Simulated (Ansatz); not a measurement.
**BaTe: band gap under strain**

Aim: follow the gap of BaTe in the rocksalt structure through these states: +4.1 % biaxial strain in x and y, z held; +4.2 % biaxial strain in x and y, free along z; -4.6 % biaxial strain in the (111) plane, free along [111]. The table at the end shows which levels were run.

Code: Ansatz 0.2.0. PAW datasets, plane waves. Calculated at 0 K for a non-magnetic cell.

## 1. Starting point

The unstrained cell was relaxed with r2SCAN; in each strained cell the atoms were relaxed again with r2SCAN. Names of k-points are those of the unstrained zone, where strain can split equivalent points. First state: +4.1 % biaxial strain in x and y, z held.

It is tetragonal, I4/mmm (No. 139); a = 5.200 Å, c = 7.065 Å in the conventional setting, 47.76 Å³ an atom. Near Ba stand 6 Te at 3.53–3.68 Å; near Te stand 6 Ba at 3.53–3.68 Å.

Coordinates:

```cif
data_structure
_symmetry_space_group_name_H-M 'I4/mmm'
_symmetry_Int_Tables_number 139
_cell_length_a 5.1999
_cell_length_b 5.1999
_cell_length_c 7.0648
_cell_angle_alpha 90.000
_cell_angle_beta 90.000
_cell_angle_gamma 90.000
_cell_volume 191.02
loop_
_atom_site_label
_atom_site_type_symbol
_atom_site_symmetry_multiplicity
_atom_site_Wyckoff_symbol
_atom_site_fract_x
_atom_site_fract_y
_atom_site_fract_z
_atom_site_occupancy
Ba1 Ba 2 a 0.00000 0.00000 0.00000 1
Te1 Te 2 b 0.00000 0.00000 0.50000 1
```

## 2. +4.1 % biaxial strain in x and y, z held: PBE

Input file input.yaml:

```yaml
crystal:
  lattice:
    - [0.0, 3.676861456, 3.5323868345]
    - [3.676861456, 0.0, 3.5323868345]
    - [3.676861456, 3.676861456, 0.0]
  atoms:
    - { symbol: Ba, position: [0.0, 0.0, 0.0] }
    - { symbol: Te, position: [0.5, 0.5, 0.5] }
kpoints:
  mp_grid: { grid: [6, 6, 6] }
  band_path:
    path:
      - [0.0, 0.0, 0.0]
      - [0.5, 0.0, 0.5]
      - [0.625, 0.25, 0.625]
      - [0.375, 0.375, 0.75]
      - [0.5, 0.5, 0.5]
      - [0.5, 0.25, 0.75]
    npoints: 1
hamiltonian:
  xc: pbe
scf:
  occupations: { method: fermi_dirac, width: 0.02 }
  n_extra_bands: 4
output:
  forces: true
  stress: true
  eigenvalues: true
```

After this run come: +4.1 % biaxial strain in x and y, z held: r2SCAN; +4.1 % biaxial strain in x and y, z held: HSE06; +4.2 % biaxial strain in x and y, free along z: PBE; +4.2 % biaxial strain in x and y, free along z: r2SCAN; +4.2 % biaxial strain in x and y, free along z: HSE06; -4.6 % biaxial strain in the (111) plane, free along [111]: PBE; -4.6 % biaxial strain in the (111) plane, free along [111]: r2SCAN; -4.6 % biaxial strain in the (111) plane, free along [111]: HSE06.

What does the calculation give?

As calculated:

Least gap in eV (negative: overlap):

```
                                                     state   PBE  r2SCAN  HSE06
                  +4.1 % biaxial strain in x and y, z held  1.75    2.08   2.45
            +4.2 % biaxial strain in x and y, free along z  1.71    2.05   2.42
-4.6 % biaxial strain in the (111) plane, free along [111]  1.41    1.75   2.08
```

**Reading.** Where both were run, the HSE06 gap lies +0.67 to +0.70 eV from PBE's, each on its own k points. In PBE the gap is least under -4.6 % biaxial strain in the (111) plane, free along [111] (1.41 eV) and largest under +4.1 % biaxial strain in x and y, z held (1.75 eV). Spin-orbit coupling is left out of the table, though the cell holds Ba (Z = 56).
